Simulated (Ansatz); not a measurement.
Fluorite SrF2 was calculated with HSE06 (PAW; Ansatz, an electronic-structure program).

Numerical settings: plane-wave cutoff 460 eV, 8×8×8 k mesh, Fermi–Dirac smearing 0.01 eV, scalar-relativistic PAW data made under PBE.

Pressure at four volumes; x = ln(V/16.336 Å³). One pressure is withheld.

```
V (Å³/atom)        x  P (GPa)
-----------  -------  -------
15.519       -0.0513        ?
15.989       -0.0215     1.64
16.336        0.0000     0.07
17.153        0.0488    -2.98
```

Task: Pass a parabola P(x) through the three rows shown, estimate the bulk modulus and its pressure derivative near zero pressure, and predict the withheld pressure.

Result: Slopes between the rows: (0.07 − (1.64))/(0.0000 − (-0.0215)) = -73.02 and (-2.98 − (0.07))/(0.0488 − (0.0000)) = -62.50 GPa. Their difference over the span 0.0703 is c = 10.52/0.0703 = 149.6 GPa, so P(x) = 1.64 + (-73.02)(x − (-0.0215)) + 149.6 (x − (-0.0215))(x − (0.0000)). At the middle row B = −dP/dx = −[-73.02 + 149.6 × 0.0215] = 69.8 GPa, and B′ = dB/dP = 2c/B = 4.3. At x = -0.0513 the parabola gives 4.04 GPa; the run gives 4.10 GPa. The Birch–Murnaghan fit to the energies at all volumes has B0 = 69.5 GPa and B′ = 4.6.

Measured, for comparison: bulk modulus 69 GPa (temperature not stated, no zero-point or thermal correction; as tabulated in On the Morphology of Group II Metal Fluoride Nanocrystals at Finite Temperature …). Computed (rounded) less measured: bulk modulus +0.7 %.
